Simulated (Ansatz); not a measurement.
Phases of C at 96 GPa

Structure types of C are relaxed in primitive cells with their symmetry kept at 96 GPa, on PAW files; LAPW relaxes the small cells further and takes the PAW cell for the others (marked *). The enthalpy is E + pV at zero temperature, without zero-point motion. Only the types listed were tried, and differences under about 5 meV/atom are mesh noise. Not among the end structures: diamond, which may lie lower.

Computed with Ansatz 0.2.0; functional PBE, scalar-relativistic. Settings: Fermi–Dirac smearing of 0.1 eV, no spin polarisation. Methods: LAPW: all electrons, basis error target 0.5 meV/atom; PAW: frozen-core files, cutoff 420 eV.

k meshes: fcc 25×25×25, bcc 25×25×25, hcp 23×23×13, graphite 16×16×5, sc 22×22×22, simple hexagonal 24×24×22.

Task: Which type is lowest in enthalpy, and by how much?

Result: graphite, 1803 meV/atom below sc. The whole table:

| start type | ends as | a, b, c (Å) | V (Å³/atom) | H − H(lowest), LAPW (meV/atom) | same, PAW |
| --- | --- | --- | --- | --- | --- |
| fcc | fcc, Fm-3m | 2.749, 2.749, 2.749 | 5.19 | 4207.4 | 4204.2 |
| bcc | bcc, Im-3m | 2.157, 2.157, 2.157 | 5.01 | 3789.4 | 3786.4 |
| hcp | distorted hcp, P6_3/mmc | 1.611, 1.611, 4.556 | 5.12 | 3623.2 | 3627.7 |
| graphite* | graphite, P6_3/mmc | 2.355, 2.355, 4.651 | 5.58 | 0.0 | 0.0 |
| sc | sc, Pm-3m | 1.663, 1.663, 1.663 | 4.60 | 1803.0 | 1800.3 |
| simple hexagonal | simple hexagonal, P6/mmm | 1.864, 1.864, 1.527 | 4.60 | 1981.3 | 1979.3 |
